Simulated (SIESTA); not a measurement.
# CsSnI3 under changes of volume

One of the cells (48.753 Å³/atom); the others are scaled copies at fixed shape and fractional positions:

```
Cs I Sn
1.0
     6.24680    0.00000    0.00000
     0.00000    6.24680    0.00000
     0.00000    0.00000    6.24680
Cs I Sn
1 3 1
Direct
  0.00000 0.00000 0.00000
  0.50000 0.50000 0.00000
  0.50000 0.00000 0.50000
  0.00000 0.50000 0.50000
  0.50000 0.50000 0.50000
```

| Item | Value |
| --- | --- |
| Program | SIESTA 5.4.2 |
| Functional | PBE |
| Potentials or basis | PseudoDojo 0.4 standard (PBE files) |
| Basis | DZP (energy shift 0.003 Ry; two zetas on semicore shells; d shell added on Cs) |
| Grid cutoff | 500 Ry |
| Energy shift | 0.003 Ry |
| k mesh | 5 × 5 × 5 |
| Occupations | fermi-dirac, width 0.05 eV |
| Spin | no spin polarisation |

```tsv
volume (Å³/atom)	energy over the lowest point (meV/atom)	pressure (GPa)	gap on the mesh (eV)
44.929	27.64	2.0	1.71
45.885	?	?	?
46.841	9.24	1.1	1.74
48.753	0.95	0.3	1.78
49.709	0.00	0.0	1.80
50.665	0.87	-0.3	1.82
```

Task: What does the run at 45.885 Å³/atom give?

Result: Energy over the lowest point 17.05 meV/atom; pressure 1.5 GPa; gap on the mesh 1.73 eV.

Worked out: A Birch-Murnaghan fit of order 3 (a polynomial in V^(-2/3)) to the other rows has its minimum at 49.71 Å³/atom with B0 = V·E''(V) = 16.0 GPa and B' = 4.4. It gives 17.04 meV/atom at 45.885 Å³/atom, against the run's 17.05, and -dE/dV = 1.5 GPa, against 1.5. A straight line through the other rows of the gap, of slope 0.924 eV per unit of ln V (its deformation potential), gives 1.73 eV, against the run's 1.73.

Energies are extrapolated to zero smearing.

Caveats: spin-orbit coupling is left out, which moves the levels of the heavy elements; an odd mesh through Γ misses points on the zone boundary, where band edges often lie; the cell was measured hot, at 500 K; the basis of atomic orbitals isn't converged, which shifts pressures, moduli and gaps.
